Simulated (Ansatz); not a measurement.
Runs of Ansatz 0.2.0 on CsPbCl3. Symmetry: Pm-3m, No. 221, cubic system. The conventional cell has a = 5.605 Å, b = 5.605 Å, c = 5.605 Å, α = 90.00°, β = 90.00°, γ = 90.00°. Pb (site symmetry m-3m) has 6 Cl at 2.80 Å as nearest neighbours. Around Cs (site symmetry m-3m) lie 12 Cl at 3.96 Å. Around Cl (site symmetry 4/mmm) lie 2 Pb at 2.80 Å. 

```csv
task,level,spin,cell,k mesh,points for each segment of the path,gap on the mesh (eV),pressure (GPa),relaxed volume (Å³/atom)
band structure,RPBE,off,as given,5 × 5 × 5,14,-,3.3,-
relaxation of cell and atoms,revPBE,off,relaxed,5 × 5 × 5,-,3.25,0.0,39.66
band structure,PBEsol,off,as given,5 × 5 × 5,14,-,0.1,-
band structure,PBEsol,"SOC, no magnetisation",as given,4 × 4 × 4,14,0.58,(a),-
relaxation of cell and atoms,LDA,off,relaxed,5 × 5 × 5,-,2.69,0.0,33.54
band structure,BLYP,off,as given,5 × 5 × 5,14,-,3.2,-
relaxation of cell and atoms,RPBE,off,relaxed,5 × 5 × 5,-,3.29,0.0,(b)
band structure,LDA,off,as given,5 × 5 × 5,14,-,-1.3,-
```

Alike in all rows: potentials or basis Ansatz PAW; cutoff (eV) 420; smearing fermi-dirac 0.05 eV.

Question: Estimate the missing entries.

Answer: (a) 0.2; (b) 40.15.

Caveats: the PAW data sets come from PBE, with cores solved anew for the run's functional, which leaves a small shift of forces and pressure; spin-orbit coupling is left out, which moves the levels of the heavy elements (some runs); odd divisions of the mesh miss points on the zone boundary, where band edges often lie, so the gap on the mesh can be too wide (some runs); the plane-wave basis is chosen anew once the cell has moved, so the energies of steps on either side of that aren't comparable (some runs); spin-orbit coupling is left out, which as a rule narrows the gap of such compounds by several tenths of an eV (some runs); the volume moved by +13 % from the deposited cell, more than functionals usually miss (some runs); the volume moved by +14 % from the deposited cell, more than functionals usually miss (some runs).

A k mesh can miss the band edges, and rows without SOC leave out spin-orbit coupling on Cs, Pb.

Runs at the PBE level aren't shown here.
